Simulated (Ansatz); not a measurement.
Given:

Starting cell, NaBr (rock salt):

```yaml
crystal:
  lattice:
    - [0.00000, 6.03598, 6.03598]
    - [3.01799, 3.01799, 6.03598]
    - [3.01799, 3.01799, 0.00000]
  atoms:
    - { symbol: Br, position: [0.00000, 0.00000, 0.00000] }
    - { symbol: Br, position: [0.50000, 0.00000, 0.00000] }
    - { symbol: Na, position: [0.00000, 0.50000, 0.50000] }
    - { symbol: Na, position: [0.50000, 0.50000, 0.50000] }
```

A phonon eigenvector at X = (0.5, 0.5, 0.0) is frozen into this cell: atom i moves by Q times the vector below, so Q is the largest atomic displacement, in Å. The cell is held. It is one choice among 2 degenerate patterns. (q is in reciprocal vectors of the primitive cell; the cell shown is doubled to hold the pattern.)

| atom | x | y | z |
|---|---|---|---|
| Br1 | 0.000 | 1.000 | 0.000 |
| Br2 | 0.000 | -1.000 | 0.000 |
| Na3 | 0.000 | -0.980 | 0.000 |
| Na4 | 0.000 | 0.980 | 0.000 |

Method: PBE (plane waves to 420 eV, PAW, scalar-relativistic; Ansatz, a quantum-chemistry and plane-wave program). k mesh 10×10×10 (Γ-centred), Fermi-Dirac smearing 0.05 eV. Energies are smeared free energies. NaBr was relaxed with its symmetry unable to fall. The zero of ΔE is the undisplaced structure.

The scan covers Q from -0.180 to 0.180 Å in 13 points.

Question: Which space group does the distorted structure have?

Answer: Cmcm (No. 63), lowered from Fm-3m.

Question: What is the energy change at Q = 0.180 Å?

Answer: 38.3 meV/cell.

Question: What harmonic wavenumber does the curvature at Q = 0 give?

Answer: 55 cm⁻¹.

(For displaced atoms, the force is minus the slope of the energy, and its curvature is a force constant, which sets phonon frequencies.)
